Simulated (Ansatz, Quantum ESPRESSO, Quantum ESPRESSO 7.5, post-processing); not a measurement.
## Tuning the work function of Pd(100)

Wanted: work-function changes of Pd(100) along a row of adsorbates.

Method: plane-wave DFT, PBE, GBRV ultrasoft pseudopotentials (geometry by Ansatz 0.2.0 with PAW datasets; geometry under PBE), in Quantum ESPRESSO 7.5.

**What experiment says.**

“Anisotropic work function of elemental crystals” (2019, arxiv:1902.07811) quotes from earlier work for Pd (clean (100) face): work function (clean (100) face) 5.48 eV.

### Step 1. Starting point

The cell holds 5 atoms: 5 Pd. Its edges and angles: a = 2.751 Å, b = 2.751 Å, c = 23.780 Å, α = 90.0°, β = 90.0°, γ = 90.0°. It derives from Pd. Vacuum lies along c.

This is the clean slab. Each overlayer is one atom a surface cell, set on the hollow site and held there by symmetry.

### Step 2. Geometry from Ansatz, clean face

A relaxation in Ansatz fixes the structure of this slab for the runs on it.

Input file input.yaml:

```yaml
crystal:
  lattice:
    - [2.7506453788, 0.0, 0.0]
    - [0.0, 2.7506453788, 0.0]
    - [0.0, 0.0, 23.78]
  atoms:
    - { symbol: Pd, position: [0.0, 0.0, 0.3364171573] }
    - { symbol: Pd, position: [0.5, 0.5, 0.4182085786] }
    - { symbol: Pd, position: [0.0, 0.0, 0.5] }
    - { symbol: Pd, position: [0.5, 0.5, 0.5817914214] }
    - { symbol: Pd, position: [0.0, 0.0, 0.6635828427] }
kpoints:
  mp_grid: { grid: [10, 10, 1] }
hamiltonian:
  xc: pbe
scf:
  occupations: { method: fermi_dirac, width: 0.1 }
  convergence: { dr2_threshold: 1.0e-08 }
efield:
  axis: 3
  dipole_correction: true
  ramp_position: 0.97
  ramp_width: 0.04
relax:
  f_tol: 0.01
  constraints: [{ sites: [0, 1, 2] }]
output:
  write_potential: true
  write_density: true
  volumetric_format: npy
```

Run with:

```bash
$ ansatz run input.yaml --threads 4 --pin off --max-ram 8192MiB --backend cpu --events-out ev --progress --plain --runs-dir out
```

Then come: ground state, clean face; projections on atomic orbitals, clean face; geometry from Ansatz, Li overlayer; self-consistent run, Li overlayer; relaxation with Ansatz, Na overlayer; ground state, Na overlayer; geometry from Ansatz, Mg overlayer; SCF with pw.x, Mg overlayer; projections on atomic orbitals, Mg overlayer; relaxation with Ansatz, Al overlayer; ground state, Al overlayer; projections on atomic orbitals, Al overlayer; the series side by side; by hand. Settings of the main run: cutoff 40 Ry, smearing, Marzari-Vanderbilt smearing, smearing width 0.02 Ry, assume isolated esm, esm bc bc1, SCF threshold 1.00e-7 Ry, gbrv-pbe-1.5 potentials, 10×10×1 k-mesh, mpi ranks 4, pools 4, omp threads 1, overlayer clean.

**Question.** What will these runs give for the work function of the clean face, change under Mg and change under Al?

On a clean face of 5.13 eV the changes run from -1.34 eV (Mg) to -0.57 eV (Al) (PBE, GBRV ultrasoft). Of 4 overlayers planned, 2 are shown; the others were not run or did not converge. The bare face moves by 0.02 eV over the row; it should not move at all, so the changes above are uncertain by about as much.

* work function of the clean face: 5.13 eV
* change under Mg: -1.34 eV
* change under Al: -0.57 eV

Full 1×1 monolayers on one site are model structures; at this coverage neighbours depolarise each other, and real layers may take other sites or reconstruct. The upper layers were relaxed under PBE at the tabulated lattice constant.

Calculation against experiment:

```
                             quantity  measured  PBE, GBRV ultrasoft, clean
work function (clean (100) face) (eV)      5.48             5.13 (-0.35 eV)
```

Measured values from arxiv:1902.07811 (2019).

Verdict: The work function is off by -0.35 eV: fair agreement. The grades are ours: good and fair within 3 and 7 % for the work function. Other measurements of the same face can differ from the value quoted by 0.1 to 0.2 eV.

[Logs are printed without paths, hosts, clocks, repeated set-up lines and the standing remarks that a program may print on its own settings, such as how far it seeks lower states.]

[Hosts, paths, dates, database ids (printed as entryN), source tags and the programs' standing remarks are cut or masked in the printed files.]

[Maps of the electrostatic potential energy from Ansatz leave out the sawtooth potential of an applied field or a dipole correction, so their vacuum need not be flat; planar profiles and work functions include it.]
